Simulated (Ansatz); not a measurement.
A surface is cut from this relaxed crystal of TaC:

```
Ta C
1.0
     0.00000    2.23763    2.23763
     2.23763    0.00000    2.23763
     2.23763    2.23763    0.00000
Ta C
1 1
Direct
  0.00000 0.00000 0.00000
  0.50000 0.50000 0.50000
```

Miller indices refer to the conventional cell of Fm-3m (No. 225), a = 4.475 Å, b = 4.475 Å, c = 4.475 Å, α = 90.00°, β = 90.00°, γ = 90.00°.

The (111) slab of 9 planes, 10.3 Å thick with 15 Å of vacuum as cut; outer planes C (top) and C (bottom).

Method: DFT PBE, scalar-relativistic, plane waves, PAW (Ansatz 0.2.0). Plane waves to 420 eV, a k mesh through Γ of 12×12×1 on the computed 9-atom cell and Gaussian smearing (0.10 eV); no spin polarisation. The cell repeats along c with a dipole correction in the vacuum.

The slab isn't stoichiometric (Ta4C5), so its surface energy depends on the chemical potentials; it is given with the excess atoms taken from the elements' standard states. The work function is left out: read from the slab's Fermi level and from the bulk's it differs by over 0.3 eV, so the slab is too thin for it. The slab's inner planes relax by over 3 % too, so it holds no bulk-like region.

Results for the relaxed slab:

| Item | Value |
| --- | --- |
| Surface energy in the limit rich in the excess atoms' elements | 5.21 J/m² |

Relaxation lowers the energy by 0.990 J/m² a face; the largest move is 0.193 Å.

```
plane (bottom to top)  atoms  spacing to next, bulk (Å)  relaxed (Å)  change (%)
                    1      C                      1.292        0.981       -24.1
                    2     Ta                      1.292        1.464       +13.3
                    3      C                      1.292        1.199        -7.2
                    4     Ta                      1.292        1.331        +3.0
                    5      C                      1.292        1.331        +3.0
                    6     Ta                      1.292        1.199        -7.2
                    7      C                      1.292        1.464       +13.3
                    8     Ta                      1.292        0.981       -24.1
                    9      C
```

With no bulk-like middle, the error of these values can't be bounded. Other terminations of this plane can be more stable.

Spin-orbit coupling is left out, which matters for the bands of heavy elements.

The top two spacings change in opposite senses (-24.1 and +13.3 %).

The carbon-terminated face pulls its outer layer strongly inwards, and the response alternates between contraction and expansion while weakening towards the centre. Cutting the crystal leaves each outer carbon with three of its six tantalum neighbours. The remaining C 2p-Ta 5d bonds strengthen and shorten, while the tantalum below binds less strongly to the next carbon plane, which accounts for the +13.3 % expansion. The bonds themselves change proportionally less than the spacings, because the lateral offset between neighbouring planes stays fixed.

Relaxation recovers 0.990 J/m² a face, yet the surface energy remains high at 5.21 J/m², which suggests that shorter back-bonds compensate only partly for the lost coordination. As the slab has excess carbon, this carbon-rich limit is also the most favourable one for this termination; a lower carbon chemical potential raises its cost. With one atom per plane in the cell, carbon pairing or another lateral reconstruction that could saturate the dangling bonds remains untested.
